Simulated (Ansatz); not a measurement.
## Sn: a bulk modulus from differences

The cell was found from a structure generator's guess, not taken from experiment.

Method: Ansatz 0.2.0, DFT PBE, scalar-relativistic, plane waves, PAW. Cutoff 420 eV, Γ-centred 20×20×20 mesh (1-atom cell), Gaussian smearing of 0.10 eV, no spin polarisation.

```cif
data_structure
_symmetry_space_group_name_H-M 'I4/mmm'
_symmetry_Int_Tables_number 139
_cell_length_a 4.0067
_cell_length_b 4.0067
_cell_length_c 3.4594
_cell_angle_alpha 90.000
_cell_angle_beta 90.000
_cell_angle_gamma 90.000
_cell_volume 55.54
loop_
_atom_site_label
_atom_site_type_symbol
_atom_site_symmetry_multiplicity
_atom_site_Wyckoff_symbol
_atom_site_fract_x
_atom_site_fract_y
_atom_site_fract_z
_atom_site_occupancy
Sn1 Sn 2 b 0.00000 0.00000 0.50000 1
```

The cell was set to several volumes, with shape and atoms relaxed at each where symmetry leaves them free. Pressure is positive in compression, and energies count from the lowest row. No row has a gap on its mesh.

| row | V (Å³/atom) | P (GPa) | ΔE (meV/atom) |
| --- | --- | --- | --- |
| 1 | 24.436 | 8.09 | 72.9 |
| 2 | 25.269 | 5.47 | 37.9 |
| 3 | 26.102 | ? | ? |
| 4 | 26.935 | 1.43 | 3.4 |
| 5 | 27.768 | -0.02 | 0.0 |
| 6 | 28.601 | -1.22 | 3.4 |
| 7 | 29.434 | -2.29 | 12.7 |
| 8 | 30.545 | -3.40 | 32.5 |

Task: Find B = −V·ΔP/ΔV from rows 4 and 6 and from rows 1 and 2, and from the two its slope B′ and its value B0 at zero pressure.

Result: Rows 4 and 6 give −(26.935 + 28.601)/2 × (-1.22 − (1.43))/(28.601 − 26.935) = 44.2 GPa at a mean pressure of 0.10 GPa. Rows 1 and 2 give −(24.436 + 25.269)/2 × (5.47 − (8.09))/(25.269 − 24.436) = 78.2 GPa at a mean pressure of 6.78 GPa. So B′ = (78.2 − 44.2)/(6.78 − (0.10)) = 5.09 and B0 = 44.2 − 5.09 × (0.10) = 43.7 GPa. A third-order Birch–Murnaghan fit to all the energies gives B0 = 45.3 GPa and B′ = 5.4.

Task: Estimate the pressure and energy of row 3.

Result: From row 5, V0 = 27.768 × (1 + (-0.02)/43.7) = 27.755 Å³/atom. Murnaghan's form P = (B0/B′)·[(V0/V)^B′ − 1] gives (43.7/5.09) × [(27.755/26.102)^5.09 − 1] = 3.15 GPa; the computed pressure is 3.28 GPa, so the estimate is off by -0.13 GPa. The work of compression from row 4, with the mean of the two pressures, gives ΔE = 3.4 + (3.15 + 1.43)/2 × (26.935 − 26.102)/160.2 × 1000 = 15.3 meV/atom (1 eV/Å³ = 160.2 GPa); the computed value is 15.4 meV/atom.

All volumes keep the k mesh of the relaxed cell. Symmetry constrained the relaxation, so the result can be a saddle point. Another cell of Sn relaxed alike, in P6/mmm, lies 21 meV/atom lower, so this cell isn't the stable form at this level.

Body-centred tetragonal tin is soft near equilibrium but stiffens quickly, the bulk modulus rising from 44.2 to 78.2 GPa between the two pairs of rows. Its delocalised s-p bonding resists small volume changes only weakly, while under compression the kinetic energy and Pauli repulsion of the electrons grow faster than the attraction that binds the metal.

The slope B′ itself normally falls with pressure, so a straight line between two values of B runs too low in between. This probably explains both why 5.09 lies below the fitted 5.4 and why the pressure of row 3 is underestimated. The closer agreement in energy is partly a cancellation: averaging the end pressures overestimates the work along a convex P(V) curve, which offsets the low pressure.

Tin is known to adopt a body-centred tetragonal form under pressure, but a single compression curve can't show where that form becomes favoured, which would take the enthalpies of the competing phases.
